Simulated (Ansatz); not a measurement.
Ag in several cubic structure types, each at its own equilibrium volume.

These are results of PBE, plane waves, PAW datasets (generated hard set) (Ansatz), not measurements.

Settings: cutoff 700 eV; no spin polarisation; Fermi–Dirac smearing of 0.0612 eV; k-meshes 23³ (bcc), 23³ (fcc).

Problem. Rank the structures by energy per atom, lowest first.
A. bcc
B. fcc

Solution. B (0.0 meV/atom), A (28 meV/atom).

Problem. Give the equilibrium volume and bulk modulus of each.

Solution. 
```csv
structure,V₀ (Å³/atom),B₀ (GPa)
bcc,17.97,89
fcc,17.85,90
```

Only these cubic types are compared here; the real ground state can be another structure or magnetic.

Model structures, not the usual forms at ambient conditions (metastable or hypothetical): Ag (bcc type). The k-mesh is modest, so these values aren't fully converged in k.
